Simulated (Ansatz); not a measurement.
# Zr: the change of pressure with volume per atom

Periodic Kohn-Sham DFT of a crystal at fixed atoms; pressure and stress are positive in compression; the energy is the free energy less that of spherical unpolarised free atoms; site moments are those in the method's own spheres, positive along +z. The results are calculated, by Ansatz 0.2.0.

Cell of the first row (space group Im-3m, No. 229):
```
CELL_PARAMETERS angstrom
-1.77310 1.77310 1.77310
1.77310 -1.77310 1.77310
1.77310 1.77310 -1.77310
ATOMIC_POSITIONS crystal
Zr 0.00000 0.00000 0.00000
```

Settings of every row: method frozen-core PAW; functional LDA; relativity scalar; k mesh 16x16x16; filling fermi-dirac; smearing width 0.03 eV; wave cutoff 420 eV; paw set soft_2.

Atom start moment: 0 on all atoms.

Limits: PAW files made with PBE.

```csv
row,volume per atom (Å³),pressure (GPa)
1,22.296,-4.964
2,22.77,-6.642
3,23.245,-8.17
4,23.482,-8.879
5,23.719,-9.555
6,23.956,-10.2
7,24.193,?
8,24.668,-11.969
9,25.142,-13.024
```

Question: what pressure should row 7 give?

Worked fit of pressure. Take u = (V_r/V)^(2/3) − 1 with V_r = 23.601 Å³ an atom, which is twice the finite (Eulerian) strain; such expansions in the strain, on which the Birch-Murnaghan equation of state is built, carry the rest volume and the bulk modulus. The shown rows have u = 0.03865, 0.02418, 0.01018, 0.00338, -0.00332, -0.0099, -0.02905, -0.04129. Least squares give pressure = −9.2219 + 100.983 × u + 227.33 × u² + 275 × u³ GPa; a parabola predicts inner rows, each left out in turn, worse (root mean square 0.0043 against 0.0016 GPa). The rows lie off it by -0.001, 0.001, 0.000, -0.001, 0.000, 0.000, 0.001, -0.001. The withheld row has u = -0.01638, so the fit gives −9.2219 + 100.983 × (-0.01638) + 227.33 × (-0.01638)² + 275 × (-0.01638)³ = -10.816 GPa.

The calculation gave -10.816 GPa. The fit meets it to the printed digit.
